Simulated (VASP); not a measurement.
A run of VASP 6.6.1:

File run.py:

```python
from ase.calculators.vasp import Vasp
from ase.dft.bandgap import bandgap
from ase.io import read

atoms = read('POSCAR')
calc = Vasp(
    directory='calc',
    xc='tpss',
    pp='PBE',
    setups='recommended',
    prec='Accurate',
    encut=520,
    ediff=1e-07,
    ismear=1,
    sigma=0.2,
    lreal=False,
    lasph=True,
    nelm=80,
    algo='Normal',
    isif=2,
    lwave=False,
    lcharg=True,
    lmixtau=True,
    ivdw=1,
    lelf=True,
    lvhar=True,
    kpts=[13, 13, 13],
    gamma=True,
)
atoms.calc = calc

print('energy (eV):', atoms.get_potential_energy())
print('free energy (eV):', atoms.get_potential_energy(force_consistent=True))
print('forces (eV/A):')
print(atoms.get_forces())
print('stress (eV/A^3, Voigt):', atoms.get_stress())
print('Fermi level (eV):', calc.get_fermi_level())
gap, top, bottom = bandgap(calc)
print('band gap (eV):', gap, 'from (spin, k, band)', top, 'to', bottom)
```

The input POSCAR:

```
Cu
1.0
   -1.4515340000      1.4433930000      1.3405740000
    1.4611390000     -1.4674770000      1.3758950000
    1.4443840000      1.4603260000     -1.3658250000
Cu
1
Direct
   -0.0287750000     -0.0254260000     -0.0067720000
```

Potentials or basis: VASP PAW PBE potentials, release 64 (Cu).

Command:

```console
$ python run.py
```

Hardware: 1 thread of Intel(R) Xeon(R) 6975P-C (Granite Rapids), with other jobs on the host.

Task: Estimate the wall time of this run.

Result: It took 4.1 min on 1 thread of Intel(R) Xeon(R) 6975P-C (Granite Rapids) (shared host), peak memory 0.2 GiB. Counts: scf iterations 17, k points 1099.
